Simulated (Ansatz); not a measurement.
**Kick test of a cell of BP**

It was relaxed at this level from a cell as deposited in COD.

Computed with DFT PBE, scalar-relativistic, plane waves, PAW (Ansatz 0.2.0). Plane waves to 420 eV, a k mesh through Γ of 10×10×10 on the computed 2-atom cell and Gaussian smearing (0.02 eV); no spin polarisation.

The cell below (2 atoms, space group F-43m (No. 216)) is relaxed within its symmetry.

```
B P
1.0
     0.00000    2.27415    2.27415
     2.27415    0.00000    2.27415
     2.27415    2.27415    0.00000
B P
1 1
Direct
  0.00000 0.00000 0.00000
  0.25000 0.25000 0.25000
```

For the test a repeat of it with 4 atoms (edges 3.22, 3.22, 5.57 Å) was strained at random (σ = 1.5 % a component), the atoms were moved at random (σ = 0.05 Å), and all was relaxed again on a coarse 6×6×6 mesh (in the run’s order of axes) with 0.10 eV smearing, with no symmetry imposed.

Q: Does it come back?

A: It returns, within 1 meV/atom of the unmoved cell on that mesh and with the same symmetry when read at 0.1 Å. No instability shows in this cell; modes of other wave vectors, which need another repeat, aren't tested.
